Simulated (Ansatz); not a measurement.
# Nudged elastic band run: Si$_{16}$O$_{31}$

Input:

```yaml
crystal:
  lattice:
    - [-5.232813, -9.063498, 0.0]
    - [7.849219, -4.531749, 0.0]
    - [0.0, 0.0, 8.539823]
  atoms:
    - { symbol: Si, position: [0.50458726, 0.66099822, 0.92636175] }
    - { symbol: Si, position: [0.49859015, 0.36811752, 0.45129291] }
    - { symbol: Si, position: [0.50463648, 0.33829696, 0.07276183] }
    - { symbol: Si, position: [0.49829387, 0.6314858, 0.54785266] }
    - { symbol: O, position: [0.62389872, 0.23054827, 0.0302945] }
    - { symbol: O, position: [0.62740008, 0.72204221, 0.49786114] }
    - { symbol: O, position: [0.53149543, 0.49963204, -0.00047192] }
    - { symbol: O, position: [0.49056604, 0.63801625, 0.73875438] }
    - { symbol: O, position: [0.4908642, 0.36131897, 0.26038881] }
    - { symbol: O, position: [0.62759487, 0.27746595, 0.50148899] }
    - { symbol: O, position: [0.62395142, 0.76866537, -0.03139264] }
    - { symbol: Si, position: [0.25591386, 0.16756957, 0.94147341] }
    - { symbol: Si, position: [0.25548308, 0.83035884, 0.43597349] }
    - { symbol: Si, position: [0.25579597, 0.83172835, 0.0577014] }
    - { symbol: Si, position: [0.25572028, 0.16927135, 0.56315742] }
    - { symbol: O, position: [0.37417516, 0.72989704, -0.00099684] }
    - { symbol: O, position: [0.3753969, 0.27527817, 0.51661008] }
    - { symbol: O, position: [0.27420405, -0.0001497, 0.4994237] }
    - { symbol: O, position: [0.27854195, -0.00034517, -0.00037075] }
    - { symbol: O, position: [0.24649047, 0.16739207, 0.75240536] }
    - { symbol: O, position: [0.24598643, 0.83182798, 0.24674317] }
    - { symbol: O, position: [0.37517573, 0.72435917, 0.48242602] }
    - { symbol: O, position: [0.37407693, 0.26948277, 0.00052433] }
    - { symbol: Si, position: [0.00247921, 0.66665172, 0.93724924] }
    - { symbol: Si, position: [-0.00235134, 0.32916637, 0.4396506] }
    - { symbol: Si, position: [0.00258969, 0.33279766, 0.06184002] }
    - { symbol: Si, position: [-0.00253081, 0.6704552, 0.55952634] }
    - { symbol: O, position: [0.12350033, 0.23078125, 0.01346401] }
    - { symbol: O, position: [0.12622063, 0.75794305, 0.50803929] }
    - { symbol: O, position: [-9.685e-05, 0.4997733, 0.49971321] }
    - { symbol: O, position: [0.02611392, 0.49963817, -0.00073246] }
    - { symbol: O, position: [-0.01289507, 0.66842218, 0.74870202] }
    - { symbol: O, position: [-0.01223436, 0.3314567, 0.25044931] }
    - { symbol: O, position: [0.12633091, 0.24170689, 0.49146295] }
    - { symbol: O, position: [0.12359706, 0.76846256, -0.01475822] }
    - { symbol: Si, position: [0.75015002, 0.1671199, 0.94198186] }
    - { symbol: Si, position: [0.74020183, 0.83035456, 0.43441065] }
    - { symbol: Si, position: [0.75004533, 0.83217201, 0.05717988] }
    - { symbol: Si, position: [0.74041291, 0.16905355, 0.56467053] }
    - { symbol: O, position: [0.8729045, 0.73051518, 0.01594367] }
    - { symbol: O, position: [0.87640147, 0.23962504, 0.51122075] }
    - { symbol: O, position: [0.72576762, -0.00028632, 0.49956062] }
    - { symbol: O, position: [0.77615596, -0.00039788, -0.00053605] }
    - { symbol: O, position: [0.7303461, 0.16659695, 0.75401769] }
    - { symbol: O, position: [0.72982967, 0.83284153, 0.24508857] }
    - { symbol: O, position: [0.87631833, 0.75981704, 0.48744027] }
    - { symbol: O, position: [0.87286101, 0.26880037, -0.01629803] }
basis:
  ecutwfc: 420.0
kpoints:
  mp_grid: { grid: [1, 1, 2] }
hamiltonian:
  xc: pbesol
  pseudopotentials: { kind: paw, azcp: { folder: soft_1 } }
scf:
  occupations: { method: gaussian, width: 0.02 }
  lower_state_search: "off"
neb:
  images: 5
  f_tol: 0.05
  initial_path: linear
  max_iterations: 36
  final_atoms:
    - { symbol: Si, position: [0.49999999, 0.65450032, 0.93859086] }
    - { symbol: Si, position: [0.5, 0.33296278, 0.39483046] }
    - { symbol: Si, position: [0.5, 0.33296278, 0.10516954] }
    - { symbol: Si, position: [0.49999999, 0.65450032, 0.56140914] }
    - { symbol: O, position: [0.62620931, 0.24980829, 0.03531776] }
    - { symbol: O, position: [0.62548041, 0.747383, 0.51226569] }
    - { symbol: O, position: [0.49999999, 0.50089276, 0.03604853] }
    - { symbol: O, position: [0.49999999, 0.62478264, 0.75] }
    - { symbol: O, position: [0.49999999, 0.50089276, 0.46395147] }
    - { symbol: O, position: [0.62620931, 0.24980829, 0.46468224] }
    - { symbol: O, position: [0.62548041, 0.747383, -0.01226569] }
    - { symbol: Si, position: [0.25831937, 0.17217807, 0.93880945] }
    - { symbol: Si, position: [0.25383552, 0.83511908, 0.44003149] }
    - { symbol: Si, position: [0.25383552, 0.83511908, 0.05996851] }
    - { symbol: Si, position: [0.25831937, 0.17217807, 0.56119055] }
    - { symbol: O, position: [0.37451958, 0.747383, -0.01226569] }
    - { symbol: O, position: [0.37379069, 0.2498083, 0.46468224] }
    - { symbol: O, position: [0.25304955, -2.733e-05, 0.51215477] }
    - { symbol: O, position: [0.25304955, -2.733e-05, -0.01215477] }
    - { symbol: O, position: [0.27951112, 0.18732654, 0.75] }
    - { symbol: O, position: [0.26272512, 0.84094871, 0.25] }
    - { symbol: O, position: [0.37451958, 0.747383, 0.51226569] }
    - { symbol: O, position: [0.37379069, 0.2498083, 0.03531776] }
    - { symbol: Si, position: [-1.0e-08, 0.66783239, 0.94016997] }
    - { symbol: Si, position: [0.0, 0.32990176, 0.44007886] }
    - { symbol: Si, position: [0.0, 0.32990176, 0.05992114] }
    - { symbol: Si, position: [-1.0e-08, 0.66783239, 0.55983003] }
    - { symbol: O, position: [0.12523531, 0.2499736, -0.01150993] }
    - { symbol: O, position: [0.12473641, 0.75188146, 0.49358173] }
    - { symbol: O, position: [-1.0e-08, 0.50070907, 0.49407702] }
    - { symbol: O, position: [-1.0e-08, 0.50070907, 0.00592298] }
    - { symbol: O, position: [-1.0e-08, 0.66775423, 0.75] }
    - { symbol: O, position: [0.0, 0.31871716, 0.25] }
    - { symbol: O, position: [0.12523531, 0.2499736, 0.51150993] }
    - { symbol: O, position: [0.12473641, 0.75188146, 0.00641827] }
    - { symbol: Si, position: [0.74168063, 0.17217806, 0.93880945] }
    - { symbol: Si, position: [0.74616446, 0.83511907, 0.44003149] }
    - { symbol: Si, position: [0.74616446, 0.83511907, 0.05996851] }
    - { symbol: Si, position: [0.74168063, 0.17217806, 0.56119055] }
    - { symbol: O, position: [0.87526357, 0.75188144, 0.00641827] }
    - { symbol: O, position: [0.87476469, 0.24997359, 0.51150993] }
    - { symbol: O, position: [0.74695045, -2.734e-05, 0.51215477] }
    - { symbol: O, position: [0.74695045, -2.734e-05, -0.01215477] }
    - { symbol: O, position: [0.72048888, 0.18732653, 0.75] }
    - { symbol: O, position: [0.73727485, 0.8409487, 0.25] }
    - { symbol: O, position: [0.87526357, 0.75188144, 0.49358173] }
    - { symbol: O, position: [0.87476469, 0.24997359, -0.01150993] }
  order_check: true
```

Launched with:

```bash
$ ansatz run input.yaml --threads 2 --pin off --max-ram 5120MiB --backend cpu --events-out ev --progress --plain --runs-dir out
```

Output, in part (warnings, iteration lines):

```
NEB end point (image 6): max|allowed force component| = 2.115e-2 eV/Å (the criterion of neb.relax_end_points is 1.000e-2)
NEB iter   1: max|band force component| = 1.711e2 eV/Å  barrier→ = 47.0739 eV  barrier← = 47.1019 eV  Δτ_max = 0.1975 Å  (79 SCF iters)
NEB iter   2: max|band force component| = 3.804e1 eV/Å  barrier→ = 11.7440 eV  barrier← = 11.7720 eV  Δτ_max = 0.1418 Å  (48 SCF iters)
NEB iter   3: max|band force component| = 2.311e1 eV/Å  barrier→ = 8.2156 eV  barrier← = 8.2436 eV  Δτ_max = 0.1585 Å  (43 SCF iters)
NEB iter   4: max|band force component| = 9.147e0 eV/Å  barrier→ = 5.3734 eV  barrier← = 5.4014 eV  Δτ_max = 0.0758 Å  (43 SCF iters)
NEB iter   5: max|band force component| = 4.123e0 eV/Å  barrier→ = 4.5913 eV  barrier← = 4.6193 eV  Δτ_max = 0.1542 Å  (40 SCF iters)
NEB iter   6: max|band force component| = 1.446e0 eV/Å  barrier→ = 4.2843 eV  barrier← = 4.3123 eV  Δτ_max = 0.1691 Å  (40 SCF iters)
NEB iter   7: max|band force component| = 9.661e-1 eV/Å  barrier→ = 4.1883 eV  barrier← = 4.2163 eV  Δτ_max = 0.0983 Å  (41 SCF iters)
NEB iter   8: max|band force component| = 1.490e0 eV/Å  barrier→ = 4.1761 eV  barrier← = 4.2041 eV  CI = image 3  Δτ_max = 0.0880 Å  (39 SCF iters)
[... lines left out ...]
NEB iter  19: max|band force component| = 5.785e-2 eV/Å  barrier→ = 4.1739 eV  barrier← = 4.2019 eV  CI = image 3  Δτ_max = 0.0175 Å  (36 SCF iters)
NEB iter  20: max|band force component| = 5.365e-2 eV/Å  barrier→ = 4.1701 eV  barrier← = 4.1981 eV  CI = image 3  Δτ_max = 0.0175 Å  (35 SCF iters)
NEB iter  21: max|band force component| = 5.640e-2 eV/Å  barrier→ = 4.1660 eV  barrier← = 4.1941 eV  CI = image 3  Δτ_max = 0.0087 Å  (36 SCF iters)
```

It converged. Neighbouring images differ by up to 2.5 eV, so the band resolves the path poorly. By the program's own check the climbing image is of a kind that is not told: the force calls were inconclusive, a negative curvature could not be distinguished from the path's own, the only one lies far off the path, or fixed occupations may fill a level only in part (lowest curvatures found: -5.04 and -0.08 eV/Å²). Limits of this set-up: coarse k mesh, PAW files made for another functional.

Final band (atoms are numbered from 1 in the order of the input):

| image | path coordinate (Å) | energy (eV) | Si2–Si4 (Å) | Si3–O9 (Å) | Si2–Si3 (Å) |
| --- | --- | --- | --- | --- | --- |
| 0 | 0.00 | 0.00 | 2.53 | 1.62 | 3.24 |
| 1 | 0.77 | 0.09 | 2.56 | 1.62 | 3.21 |
| 2 | 1.55 | 1.87 | 3.02 | 1.67 | 2.92 |
| 3 | 2.32 | 4.16 | 3.73 | 1.94 | 2.44 |
| 4 | 3.14 | 1.67 | 3.32 | 2.75 | 2.45 |
| 5 | 3.96 | -0.01 | 3.24 | 3.35 | 2.49 |
| 6 | 4.78 | -0.03 | 3.24 | 3.42 | 2.47 |

Time of the run: 43 min on 2 threads of Arm Neoverse V1 (shared host), peak memory 2.5 GiB.
